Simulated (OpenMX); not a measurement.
CuO (Tenorite) under changes of volume

One of the cells (10.135 Å³/atom); the others are scaled copies at fixed shape and fractional positions:

```
CELL_PARAMETERS angstrom
2.34185 -1.71130 0.00000
2.34185 1.71130 0.00000
-0.85003 0.00000 5.05787
ATOMIC_POSITIONS crystal
Cu 0.50000 0.00000 0.50000
Cu 0.00000 0.50000 0.00000
O 0.41840 0.58160 0.75000
O 0.58160 0.41840 0.25000
```

| Item | Value |
| --- | --- |
| Program | OpenMX 3.8.5 |
| Functional | LDA |
| Potentials or basis | OpenMX 2013 LDA set, Cu6.0H-s3p2d2, O6.0-s2p2d1, fixed grid of 36 × 36 × 70 points |
| k mesh | 11 × 11 × 5 |
| Occupations | fermi-dirac, width 0.05 eV |
| Spin | no spin polarisation |

```csv
volume (Å³/atom),energy over the lowest point (meV/atom),largest force (eV/Å)
9.527,4.26,0.156
9.730,0.00,0.230
9.932,1.22,0.301
10.135,7.30,0.366
10.338,?,?
10.540,32.00,0.476
10.743,49.74,0.525
```

Question: What does the run at 10.338 Å³/atom give?

Answer: Energy over the lowest point 17.73 meV/atom; largest force 0.421 eV/Å.

Worked out: A Birch-Murnaghan fit of order 3 (a polynomial in V^(-2/3)) to the other rows has its minimum at 9.78 Å³/atom with B0 = V·E''(V) = 202 GPa and B' = 4.6 at fixed shape and positions, which overstates the stiffness. It gives 17.76 meV/atom at 10.338 Å³/atom, against the run's 17.73.

Energies are extrapolated to zero smearing.

Caveats: the basis of atomic orbitals isn't converged, which shifts pressures, moduli and gaps; the run has no spin polarisation, though such a crystal can be magnetic.
